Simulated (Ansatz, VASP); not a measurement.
Two plane-wave programs on AlRu

```
Ru Al
1.0
     2.97152    0.00000    0.00000
     0.00000    2.97152    0.00000
     0.00000    0.00000    2.97152
Ru Al
1 1
Direct
  0.50000 0.50000 0.50000
  0.00000 0.00000 0.00000
```

Change from the starting cell: volume scaled by 0.98.

Alike in both runs: task single point; functional PBE; k mesh 9 × 9 × 9; occupations fermi-dirac, width 0.05 eV; no spin polarisation.

```csv
,VASP,Ansatz
version,VASP 6.6.1,Ansatz 0.2.0
potentials or method,"VASP PAW PBE potentials, release 64 (Ru_pv, Al)",Ansatz PAW
plane-wave cutoff (eV),520,420
valence electrons in the cell,17,19
```

```tsv
	VASP	Ansatz	Ansatz less VASP
gap on the k mesh at the Fermi level (eV)	none	none	-
pressure (GPa)	7.1	7.1	+0.03
```

A gap of «none» marks a metal or a gap that the smearing closes. The two sets of potentials don't hold the same shells in valence.
